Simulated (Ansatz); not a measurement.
**AlN: a single-point run**

Aim: a sound single-point run of AlN. The structure is shown as the input types it. The cell is built on a prototype (NiAs type) and needn't be the phase found in nature.

Program: Ansatz 0.2.0. Level of theory: density functional or hybrid calculation with the settings of its input, plane waves (as first typed). These are calculated values, not measurements.

2 further runs of the same task are left out: 2 that didn't finish.

## (1) The starting structure

Symmetry: P6_3/mmc, No. 194, hexagonal system. The conventional cell has a = 2.833 Å, b = 2.833 Å, c = 4.841 Å, α = 90.00°, β = 90.00°, γ = 120.00°. Around Al (site symmetry -3m) lie 6 N at 2.03 Å. Around N (site symmetry -6m2) lie 6 Al at 2.03 Å.

Coordinates:

```
Al N
1.0
     2.83285    0.00000    0.00000
    -1.41643    2.45332    0.00000
     0.00000    0.00000    4.84101
Al N
2 2
Direct
  0.00000 0.00000 0.00000
  0.00000 0.00000 0.50000
  0.33333 0.66667 0.25000
  0.66667 0.33333 0.75000
```

## (2) The calculation

input.yaml reads:

```yaml
crystal:
  lattice:
    - [2.8328531135, 0.0, 0.0]
    - [-1.4164265567, 2.4533227615, 0.0]
    - [0.0, 0.0, 4.8410108391]
  atoms:
    - { symbol: Al, position: [0.0, 0.0, 0.0] }
    - { symbol: Al, position: [0.0, 0.0, 0.5] }
    - { symbol: "N", position: [0.3333333333, 0.6666666667, 0.25] }
    - { symbol: "N", position: [0.6666666667, 0.3333333333, 0.75] }
kpoints:
  mp_grid: { grid: [9, 9, 4] }
hamiltonian:
  xc: pbe
scf:
  occupations: { method: fixed }
  n_extra_bands: 5
  max_iter: 2
output:
  forces: true
  stress: true
  eigenvalues: true
```

The run is started by

```sh
$ ansatz run input.yaml --threads 4 --pin off --max-ram 3686MiB --backend cpu --events-out ev --progress --plain --runs-dir out
```

What happens when this is run?

The SCF did not converge in 2 cycles. The density residual dr2 fell from 0.00406 to 5.0e-4 eV (threshold 1.0e-7) and was still falling. Nothing that it prints is a result.

Look at the input: scf.max_iter is 2. The limit on iterations ended the loop before it was done.

The cure: delete scf.max_iter (the default then holds).
